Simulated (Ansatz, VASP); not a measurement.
## CdS: VASP beside Ansatz

```
Cd S
1.0
     0.00000    2.90318    2.90318
     2.90318    0.00000    2.90318
     2.90318    2.90318    0.00000
Cd S
1 1
Cartesian
  0.0000 0.0000 0.0000
  4.3548 4.3548 4.3548
```

Change from the starting cell: volume scaled by 0.96.

Alike in both runs: task single point; functional PBEsol; k mesh 7 × 7 × 7; occupations fermi-dirac, width 0.02 eV; no spin polarisation.

|  | VASP | Ansatz |
| --- | --- | --- |
| version | VASP 6.6.1 | Ansatz 0.2.0 |
| potentials or method | VASP PAW PBE potentials, release 64 (Cd, S), cutoff 520 eV | all-electron LAPW, scalar-relativistic |

|  | VASP | Ansatz | Ansatz less VASP |
| --- | --- | --- | --- |
| gap on the k mesh at the Fermi level (eV) | 1.04 | 1.03 | -0.005 |
| pressure (GPa) | 1.0 | 0.6 | -0.39 |

Ansatz ran all-electron here, so the differences hold the error of VASP's frozen core and of both bases.

Caveats: the PAW data sets were made with another functional, which shifts forces and pressure a little (VASP).
